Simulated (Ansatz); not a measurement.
# Stability checks on a candidate for ZrC

It was relaxed at this level from a measured cell (COD).

Method: DFT PBE, scalar-relativistic, plane waves, PAW in Ansatz 0.2.0. Plane waves to 420 eV, a 20×20×20 mesh through Γ for the 2-atom cell and 0.10 eV Gaussian smearing; no spin polarisation.

```yaml
crystal:
  lattice:
    - [0.00000, 2.35438, 2.35438]
    - [2.35438, 0.00000, 2.35438]
    - [2.35438, 2.35438, 0.00000]
  atoms:
    - { symbol: Zr, position: [0.50000, 0.50000, 0.50000] }
    - { symbol: C, position: [0.00000, 0.00000, 0.00000] }
```

Formation energies are uncorrected and refer to the elements' standard structures at the same level.

Question: These tests were run: energy against the elements; random kick, then relaxation without symmetry; phonons at Γ; elastic tensor. What do they show?

Answer:

```json
{"test": "energy against the elements", "result": "−0.86 eV/atom"}
{"test": "random kick, then relaxation without symmetry", "result": "returns"}
{"test": "phonons at Γ", "result": "lowest optical mode 420 cm⁻¹"}
{"test": "elastic tensor", "result": "least eigenvalue 153 GPa"}
```

It fails none of these tests. Competing phases weren't compared here. Phonons away from Γ weren't computed.

The reference form of C is held partly by dispersion forces, which this level lacks. The kick test ran on a coarse mesh. The run for the phonons used a 20×20×20 k mesh and Fermi–Dirac smearing of 0.15 eV. The run for the elastic tensor used a 20×20×20 k mesh and Fermi–Dirac smearing of 0.15 eV.
